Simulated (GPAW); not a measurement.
Crystal: ZnO (zincite).

```
Zn O
1.0
     3.24931    0.00000    0.00000
    -1.62465    2.81398    0.00000
     0.00000    0.00000    5.20571
Zn O
2 2
Direct
  0.66667 0.33333 0.00000
  0.33333 0.66667 0.50000
  0.33333 0.66667 0.87901
  0.66667 0.33333 0.37901
```

Program: GPAW 26.7.0. Alike in all runs: no spin polarisation; cell as given; cutoff (eV) 800; smearing fermi-dirac 0.05 eV.

Order these runs on this cell by their pressure, lowest first.
A. level LDA; potentials or basis PAW data sets generated in the run's folder for this functional, pw; k mesh 9 × 9 × 5; k mesh for the Wannier functions 5 × 5 × 5; wannier start random; wannier functional std
B. level RPBE; potentials or basis the program's PAW data sets (release 1.2.1) made for this functional, pw; k mesh 6 × 6 × 3; band path GMKGALHA,LM,KH; band points 100
C. level MS2; potentials or basis GPAW PAW data sets (gpaw-data 1.2.1), pw; k mesh 6 × 6 × 3; band path GMKGALHA,LM,KH; band points 100
D. level M06-L; potentials or basis GPAW PAW data sets (gpaw-data 1.2.1), pw; k mesh 6 × 6 × 3; band path GMKGALHA,LM,KH; band points 60
E. level r4SCAN; potentials or basis GPAW PAW data sets (gpaw-data 1.2.1), pw; k mesh 6 × 6 × 3; band path GMKGALHA,LM,KH; band points 60

A (-8.3 GPa), E (-2.8 GPa), C (0.0 GPa), D (7.9 GPa), B (10.6 GPa).

Caveats: the PAW data sets were made with another functional, which shifts forces and pressure a little (some runs).

Not every run made on this cell is shown here.
